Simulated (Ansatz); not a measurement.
SnSe2:

```
Sn Se
1.0
     3.81100    0.00000    0.00000
    -1.90550    3.30042    0.00000
     0.00000    0.00000    6.13600
Sn Se
1 2
Direct
  0.00000 0.00000 0.00000
  0.66667 0.33333 0.75100
  0.33333 0.66667 0.24900
```

Base run:

| Property | Result |
| --- | --- |
| Program | Ansatz 0.2.0 |
| Functional | PBEsol |
| Potentials or basis | Ansatz PAW |
| Cutoff | 420 eV (not typed: the program's choice for these potentials) |
| k mesh | 8 × 8 × 5 |
| Occupations | fermi-dirac, width 0.05 eV |
| Spin | no spin polarisation |

Its results: band gap on the k mesh 0.74 eV, indirect (least direct gap 1.01 eV); pressure 2.5 GPa; largest force 0.600 eV/Å.

Question: The run is repeated on the same cell with these changes: functional from PBEsol to PBE; k mesh from 8 × 8 × 5 to 3 × 3 × 2. What comes out?

Answer: Band gap on the k mesh 1.09 eV, direct; pressure 6.8 GPa; largest force 0.682 eV/Å.

Several settings changed at once, so the effect can't be laid on one alone.

Caveats: some runs use coarse meshes; spin-orbit coupling is left out, which moves the levels of the heavy elements; this functional lacks dispersion, which binds the layers, so the pressure and a relaxed spacing across them are unreliable; the k mesh misses the band edges, so the gap on the mesh is wider than the one along the path (some runs); the PAW data sets come from PBE, with cores solved anew for the run's functional, which leaves a small shift of forces and pressure (some runs); odd divisions of the mesh miss points on the zone boundary, where band edges often lie, so the gap on the mesh can be too wide (some runs).
